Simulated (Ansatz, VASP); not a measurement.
# SiO2: VASP beside Ansatz

File INCAR:

```
SYSTEM = SiO2
  PREC = Accurate
  ENCUT = 520
  EDIFF = 1E-6
  ISMEAR = 0
  SIGMA = 0.05
  LREAL = .False.
  LASPH = .True.
  NELM = 60
  ALGO = Normal
  ISIF = 2
  LWAVE = .False.
  LCHARG = .False.
  GGA = PE
  NBANDS = 25
```

The input KPOINTS:

```
Automatic mesh
0
Gamma
  6 6 8
  0 0 0
```

The input POSCAR:

```
SiO2
1.0
    4.0666718729      0.0000000000      0.0000000000
    0.0000000000      4.0666718729      0.0000000000
    0.0000000000      0.0000000000      2.5828589820
Si O
2 4
Direct
    0.5000000000      0.5000000000      0.5000000000
    0.0000000000      0.0000000000      0.0000000000
    0.6930152167      0.6930152167      0.0000000000
    0.1930152167      0.8069847833      0.5000000000
    0.3069847833      0.3069847833      0.0000000000
    0.8069847833      0.1930152167      0.5000000000
```

Input for Ansatz:

```yaml
crystal:
  lattice:
    - [4.0666718729, 0.0, 0.0]
    - [0.0, 4.0666718729, 0.0]
    - [0.0, 0.0, 2.582858982]
  atoms:
    - { symbol: Si, position: [0.5, 0.5, 0.5] }
    - { symbol: Si, position: [0.0, 0.0, 0.0] }
    - { symbol: O, position: [0.6930152167, 0.6930152167, 0.0] }
    - { symbol: O, position: [0.1930152167, 0.8069847833, 0.5] }
    - { symbol: O, position: [0.3069847833, 0.3069847833, 0.0] }
    - { symbol: O, position: [0.8069847833, 0.1930152167, 0.5] }
basis:
  ecutwfc: 420
kpoints:
  mp_grid: { grid: [6, 6, 8] }
hamiltonian:
  xc: pbe
scf:
  occupations: { method: gaussian, width: 0.05 }
output:
  forces: true
  stress: true
  eigenvalues: true
```

Change from the starting cell: strain -0.040 along x and y, -0.040 along z, atoms carried along.

Alike in both runs: task single point; functional PBE; k mesh 6 × 6 × 8; occupations gaussian, width 0.05 eV; no spin polarisation.

```csv
,VASP,Ansatz
version,VASP 6.6.1,Ansatz 0.2.0
potentials or method,"VASP PAW PBE potentials, release 64 (Si, O)","scalar-relativistic, plane waves, PAW"
plane-wave cutoff (eV),520,420
valence electrons in the cell,32,32
```

```csv
,VASP,Ansatz,Ansatz less VASP
gap on the k mesh at the Fermi level (eV),7.08,7.10,+0.024
least direct gap on the mesh (eV),7.08,7.10,+0.024
pressure (GPa),47.5,47.1,-0.41
largest component of the traceless stress (GPa),8.00,7.34,-0.663
rms of the force components (eV/Å),0.479,0.465,-0.0138
```

Atom by atom the forces differ by 0.014 eV/Å (rms over components).

Caveats: so large a pressure means that the cell lies far from this level's equilibrium, or that cutoff or potentials fall short (VASP); forces of over 1 eV/Å show positions far from the minimum, so gaps and moduli don't describe the material at rest. A k mesh can miss the band edges.
